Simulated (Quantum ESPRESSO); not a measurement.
# NiO (I4/mmm) in Quantum ESPRESSO: a series of runs

The runs below take NiO through relaxation of the atoms, with PBE.

Program: Quantum ESPRESSO 7.5. These are calculated values, not measurements. Logs are shortened: lines on timing, memory, paths and dates and some standing lists are left out, and cuts for length are marked.

### 1 The crystal as given

Symmetry: I4/mmm, No. 139, tetragonal system. The conventional cell has a = 2.839 Å, b = 2.839 Å, c = 4.183 Å, α = 90.00°, β = 90.00°, γ = 90.00°. Ni (site symmetry 4/mmm) is surrounded by 6 O at 2.01 to 2.09 Å. Around O (site symmetry 4/mmm) lie 6 Ni at 2.01 to 2.09 Å.

### 2 Relaxation of the atoms, PBE, collinear spin, ferromagnetic start, 8.43 Å³/atom

Input file pw.in:

```
&CONTROL
  calculation = 'relax'
  prefix = 'pwscf'
  outdir = './tmp'
  pseudo_dir = './pseudo'
  tprnfor = .true.
  tstress = .true.
  disk_io = 'low'
  nstep = 40
  forc_conv_thr = 0.0004
  etot_conv_thr = 1d-05
/
&SYSTEM
  ibrav = 0
  nat = 2
  ntyp = 2
  ecutwfc = 55
  ecutrho = 440
  nbnd = 22
  occupations = 'smearing'
  smearing = 'fd'
  degauss = 0.00367493
  nspin = 2
  starting_magnetization(1) = 0.0556
  starting_magnetization(2) = 0
/
&ELECTRONS
  conv_thr = 4d-10
  electron_maxstep = 120
  mixing_beta = 0.3
/
&IONS
  ion_dynamics = 'bfgs'
/
ATOMIC_SPECIES
Ni    58.6934 ni_pbe_v1.4.uspp.F.UPF
O     15.9990 O.pbe-n-kjpaw_psl.0.1.UPF
CELL_PARAMETERS bohr
   0.0000000000    3.7939221271    3.9520022157
   3.7939221271    0.0000000000    3.9520022157
   3.7939221271    3.7939221271    0.0000000000
ATOMIC_POSITIONS bohr
Ni     0.0000000000    0.0000000000    0.0000000000
O      3.7939221271    3.7939221271    3.9520022157
K_POINTS automatic
9 9 9 0 0 0
```

Potentials or basis: SSSP 1.3 efficiency PBE.

Run with:

```
$ OMP_NUM_THREADS=1 mpirun -n 2 pw.x -nk 2 -in pw.in > pw.out
```

pw.out:

```text
This program is part of the open-source Quantum ESPRESSO suite
     for quantum simulation of materials; please cite
         "P. Giannozzi et al., J. Phys.:Condens. Matter 21 395502 (2009);
         "P. Giannozzi et al., J. Phys.:Condens. Matter 29 465901 (2017);
         "P. Giannozzi et al., J. Chem. Phys. 152 154105 (2020);
     in publications or presentations arising from this work. More details at

     file O.pbe-n-kjpaw_psl.0.1.UPF: wavefunction(s)  2P renormalized
     Message from routine setup:
     using ibrav=0 with symmetry is DISCOURAGED, use correct ibrav instead

     K-points division:     npool     =       2
     Subspace diagonalization in iterative solution of the eigenvalue problem:
     a serial algorithm will be used

     G-vector sticks info
     --------------------
     sticks:   dense  smooth     PW     G-vecs:    dense   smooth      PW
     Sum         899     443    151                17763     6251    1179

     Using Slab Decomposition

     bravais-lattice index     =            0
     lattice parameter (alat)  =       5.4783  a.u.
     unit-cell volume          =     113.7690 (a.u.)^3
     number of atoms/cell      =            2
     number of atomic types    =            2
     number of electrons       =        24.00
     number of Kohn-Sham states=           22
     kinetic-energy cutoff     =      55.0000  Ry
     charge density cutoff     =     440.0000  Ry
     scf convergence threshold =      4.0E-10
     mixing beta               =       0.3000
     number of iterations used =            8  plain     mixing
     energy convergence thresh.=      1.0E-05
     force convergence thresh. =      4.0E-04
     Exchange-correlation= SLA  PW   PBX  PBC
                           (   1   4   3   4   0   0   0)
     nstep                     =           40

     celldm(1)=   5.478336  celldm(2)=   0.000000  celldm(3)=   0.000000
     celldm(4)=   0.000000  celldm(5)=   0.000000  celldm(6)=   0.000000

     crystal axes: (cart. coord. in units of alat)
               a(1) = (   0.000000   0.692532   0.721387 )
               a(2) = (   0.692532   0.000000   0.721387 )
               a(3) = (   0.692532   0.692532   0.000000 )

     reciprocal axes: (cart. coord. in units 2 pi/alat)
               b(1) = ( -0.721988  0.721988  0.693109 )
               b(2) = (  0.721988 -0.721988  0.693109 )
               b(3) = (  0.721988  0.721988 -0.693109 )

     PseudoPot. # 1 for Ni read from file:
     ni_pbe_v1.4.uspp.F.UPF
     Pseudo is Ultrasoft + core correction, Zval = 18.0
     Generated by new atomic code, or converted to UPF format
     Using radial grid of  865 points,  6 beta functions with:
                l(1) =   0
                l(2) =   0
                l(3) =   1
                l(4) =   1
                l(5) =   2
                l(6) =   2
     Q(r) pseudized with 10 coefficients,  rinner =    0.980   0.980   0.980
                                                       0.980   0.980

     PseudoPot. # 2 for O  read from file:
     O.pbe-n-kjpaw_psl.0.1.UPF
     Pseudo is Projector augmented-wave + core cor, Zval =  6.0
     Generated using "atomic" code by A. Dal Corso  v.5.0.99 svn rev. 10869
     Shape of augmentation charge: BESSEL
     Using radial grid of 1095 points,  4 beta functions with:
                l(1) =   0
                l(2) =   0
                l(3) =   1
                l(4) =   1
     Q(r) pseudized with 0 coefficients

     atomic species   valence    mass     pseudopotential
     Ni               18.00    58.69340     Ni( 1.00)
     O                 6.00    15.99900     O ( 1.00)

     Starting magnetic structure
     atomic species   magnetization
     Ni              0.056
     O               0.000

     16 Sym. Ops., with inversion, found

   Cartesian axes

     site n.     atom                  positions (alat units)
         1        Ni     tau(   1) = (   0.0000000   0.0000000   0.0000000  )
         2        O      tau(   2) = (   0.6925318   0.6925318   0.7213873  )

     number of k points=    75  Fermi-Dirac smearing, width (Ry)=  0.0037
                       cart. coord. in units 2pi/alat
        k(    1) = (   0.0000000   0.0000000   0.0000000), wk =   0.0013717
        k(    2) = (   0.0802209   0.0802209  -0.0770121), wk =   0.0109739
        k(    3) = (   0.1604419   0.1604419  -0.1540242), wk =   0.0109739
        k(    4) = (   0.2406628   0.2406628  -0.2310363), wk =   0.0109739
        k(    5) = (   0.3208838   0.3208838  -0.3080484), wk =   0.0109739
        k(    6) = (   0.1604419   0.0000000  -0.0000000), wk =   0.0054870
[... 67 lines left out ...]
        k(   74) = (  -0.0000000   0.0000000   0.6160968), wk =   0.0027435
        k(   75) = (  -0.0802209  -0.0802209   0.6931089), wk =   0.0054870

     Dense  grid:    17763 G-vectors     FFT dimensions: (  40,  40,  36)

     Smooth grid:     6251 G-vectors     FFT dimensions: (  25,  25,  25)

     Check: negative core charge=   -0.000012
     Generating pointlists ...
     new r_m :   0.2857 (alat units)  1.5650 (a.u.) for type    1
     new r_m :   0.2857 (alat units)  1.5650 (a.u.) for type    2

     Initial potential from superposition of free atoms

     starting charge      22.0000, renormalised to      24.0000
     Starting wfcs are   17 randomized atomic wfcs +    5 random wfcs
     Checking if some PAW data can be deallocated...

     Self-consistent Calculation

     iteration #  1     ecut=    55.00 Ry     beta= 0.30
     Davidson diagonalization with overlap
     ethr =  1.00E-02,  avg # of iterations =  5.8

     total energy              =    -375.50970938 Ry
     estimated scf accuracy    <      31.11967325 Ry

     total magnetization       =     0.62 Bohr mag/cell
     absolute magnetization    =     0.63 Bohr mag/cell

     iteration #  2     ecut=    55.00 Ry     beta= 0.30
     Davidson diagonalization with overlap
     ethr =  1.00E-02,  avg # of iterations =  3.0

     total energy              =    -383.79181272 Ry
     estimated scf accuracy    <      11.40825928 Ry

     total magnetization       =     0.06 Bohr mag/cell
     absolute magnetization    =     0.07 Bohr mag/cell

     iteration #  3     ecut=    55.00 Ry     beta= 0.30
     Davidson diagonalization with overlap
     ethr =  1.00E-02,  avg # of iterations =  2.0

     total energy              =    -384.82864529 Ry
     estimated scf accuracy    <       0.17918297 Ry

     total magnetization       =     0.41 Bohr mag/cell
     absolute magnetization    =     0.42 Bohr mag/cell

     iteration #  4     ecut=    55.00 Ry     beta= 0.30
     Davidson diagonalization with overlap
     ethr =  7.47E-04,  avg # of iterations =  1.5

     total energy              =    -384.85656412 Ry
     estimated scf accuracy    <       0.02535717 Ry

     total magnetization       =     0.56 Bohr mag/cell
     absolute magnetization    =     0.56 Bohr mag/cell

     iteration #  5     ecut=    55.00 Ry     beta= 0.30
     Davidson diagonalization with overlap
     ethr =  1.06E-04,  avg # of iterations =  2.7

     total energy              =    -384.85869816 Ry
     estimated scf accuracy    <       0.04010290 Ry

     total magnetization       =     0.49 Bohr mag/cell
     absolute magnetization    =     0.49 Bohr mag/cell

     iteration #  6     ecut=    55.00 Ry     beta= 0.30
     Davidson diagonalization with overlap
     ethr =  1.06E-04,  avg # of iterations =  1.1

     total energy              =    -384.86405178 Ry
     estimated scf accuracy    <       0.00014962 Ry

     total magnetization       =     0.58 Bohr mag/cell
     absolute magnetization    =     0.58 Bohr mag/cell

     iteration #  7     ecut=    55.00 Ry     beta= 0.30
     Davidson diagonalization with overlap
     ethr =  6.23E-07,  avg # of iterations =  4.1

     total energy              =    -384.86409858 Ry
     estimated scf accuracy    <       0.00020758 Ry

     total magnetization       =     0.59 Bohr mag/cell
     absolute magnetization    =     0.59 Bohr mag/cell
[... 88 lines left out ...]
     total magnetization       =     0.36 Bohr mag/cell
     absolute magnetization    =     0.37 Bohr mag/cell

     iteration # 17     ecut=    55.00 Ry     beta= 0.30
     Davidson diagonalization with overlap
     ethr =  1.66E-09,  avg # of iterations =  1.6

     total energy              =    -384.86389691 Ry
     estimated scf accuracy    <       0.00000005 Ry

     total magnetization       =     0.37 Bohr mag/cell
     absolute magnetization    =     0.37 Bohr mag/cell

     iteration # 18     ecut=    55.00 Ry     beta= 0.30
     Davidson diagonalization with overlap
     ethr =  2.06E-10,  avg # of iterations =  2.4

     total energy              =    -384.86389801 Ry
     estimated scf accuracy    <       0.00000030 Ry

     total magnetization       =     0.38 Bohr mag/cell
     absolute magnetization    =     0.38 Bohr mag/cell

     iteration # 19     ecut=    55.00 Ry     beta= 0.30
     Davidson diagonalization with overlap
     ethr =  2.06E-10,  avg # of iterations =  2.0

     total energy              =    -384.86389904 Ry
     estimated scf accuracy    <          9.2E-09 Ry

     total magnetization       =     0.37 Bohr mag/cell
     absolute magnetization    =     0.37 Bohr mag/cell

     iteration # 20     ecut=    55.00 Ry     beta= 0.30
     Davidson diagonalization with overlap
     ethr =  3.85E-11,  avg # of iterations =  1.7

     total energy              =    -384.86389905 Ry
     estimated scf accuracy    <          7.8E-10 Ry

     total magnetization       =     0.37 Bohr mag/cell
     absolute magnetization    =     0.37 Bohr mag/cell

     iteration # 21     ecut=    55.00 Ry     beta= 0.30
     Davidson diagonalization with overlap
     ethr =  3.24E-12,  avg # of iterations =  2.0

     Magnetic moment per site  (integrated on atomic sphere of radius R)
     atom   1 (R=0.286)  charge= 15.5664  magn=  0.3078
     atom   2 (R=0.286)  charge=  5.5080  magn=  0.0504

     End of self-consistent calculation

     Number of k-points >= 100: set verbosity='high' to print the bands.

     the Fermi energy is    15.9652 ev

!    total energy              =    -384.86389905 Ry
     estimated scf accuracy    <          2.1E-10 Ry
     smearing contrib. (-TS)   =      -0.00127491 Ry
     internal energy E=F+TS    =    -384.86262414 Ry

     The total energy is F=E-TS. E is the sum of the following terms:
     one-electron contribution =    -206.87366157 Ry
     hartree contribution      =     119.71178345 Ry
     xc contribution           =     -43.08202172 Ry
     ewald contribution        =    -245.09447736 Ry
     one-center paw contrib.   =      -9.52424694 Ry

     total magnetization       =     0.37 Bohr mag/cell
     absolute magnetization    =     0.37 Bohr mag/cell

     convergence has been achieved in  21 iterations

     Forces acting on atoms (cartesian axes, Ry/au):

     atom    1 type  1   force =     0.00000000   -0.00000000   -0.00000000
     atom    2 type  2   force =    -0.00000000    0.00000000   -0.00000000

     Total force =     0.000000     Total SCF correction =     0.000000

     Computing stress (Cartesian axis) and pressure

          total   stress  (Ry/bohr**3)                   (kbar)     P=      164.26
   0.00126567  -0.00000000  -0.00000000          186.19       -0.00       -0.00
  -0.00000000   0.00126567   0.00000000           -0.00      186.19        0.00
  -0.00000000   0.00000000   0.00081855           -0.00        0.00      120.41

     BFGS Geometry Optimization
     Energy error            =      1.7E-62 Ry
     Gradient error          =      1.0E-31 Ry/Bohr

     bfgs converged in   1 scf cycles and   0 bfgs steps
     (criteria: energy <  1.0E-05 Ry, force <  4.0E-04 Ry/Bohr)

     End of BFGS Geometry Optimization

     Final energy             =    -384.8638990501 Ry
Begin final coordinates

ATOMIC_POSITIONS (bohr)
Ni               0.0000000000        0.0000000000        0.0000000000
O                3.7939221271        3.7939221271        3.9520022157
End final coordinates

=------------------------------------------------------------------------------=
   JOB DONE.
=------------------------------------------------------------------------------=
```

It took 37 s on 2 MPI ranks of Arm Neoverse V1, shared host; peak memory 0.2 GiB.

Results:

```
Free energy                                           : -5236.3401 eV
Pressure after relaxing                               : 16.4 GPa
Band gap on the k mesh                                : none (metal or under the smearing width)
Net moment                                            : 0.37 μB per cell
Absolute moment                                       : 0.37 μB per cell
Site moments                                          : Ni +0.31; O +0.05 μB
Valence electrons inside the program's atomic spheres : Ni 15.57; O 5.51
```

Caveat: the relaxation stopped at its first step, so nothing moved; semilocal functionals often make such compounds metallic where correlation or magnetic order opens a gap, which also shifts bond lengths.

### 3 Relaxation of the atoms, PBE, collinear spin, ferromagnetic start, 8.78 Å³/atom

Edit pw.in of step 2 so:

```diff
@@ -38,8 +38,8 @@
 CELL_PARAMETERS bohr
-   0.0000000000    3.7939221271    3.9520022157
-   3.7939221271    0.0000000000    3.9520022157
-   3.7939221271    3.7939221271    0.0000000000
+   0.0000000000    3.8729621714    3.9520022157
+   3.8729621714    0.0000000000    3.9520022157
+   3.8729621714    3.8729621714    0.0000000000
 ATOMIC_POSITIONS bohr
 Ni     0.0000000000    0.0000000000    0.0000000000
-O      3.7939221271    3.7939221271    3.9520022157
+O      3.8729621714    3.8729621714    3.9520022157
 K_POINTS automatic
```

Potentials or basis: SSSP 1.3 efficiency PBE.

Run with:

```
$ OMP_NUM_THREADS=1 mpirun -n 2 pw.x -nk 2 -in pw.in > pw.out
```

Wall time 60 s (2 MPI ranks of Arm Neoverse V1, shared host); peak memory 0.2 GiB.

The run converged. Its results:

- Free energy: -5236.3956 eV
- Pressure after relaxing: 5.4 GPa
- Band gap on the k mesh: none (metal or under the smearing width)
- Net moment: 0.30 μB per cell
- Absolute moment: 0.31 μB per cell
- Site moments: Ni +0.25; O +0.04 μB
- Valence electrons inside the program's atomic spheres: Ni 15.65; O 5.57

Caveat: the relaxation stopped at its first step, so nothing moved; semilocal functionals often make such compounds metallic where correlation or magnetic order opens a gap, which also shifts bond lengths.
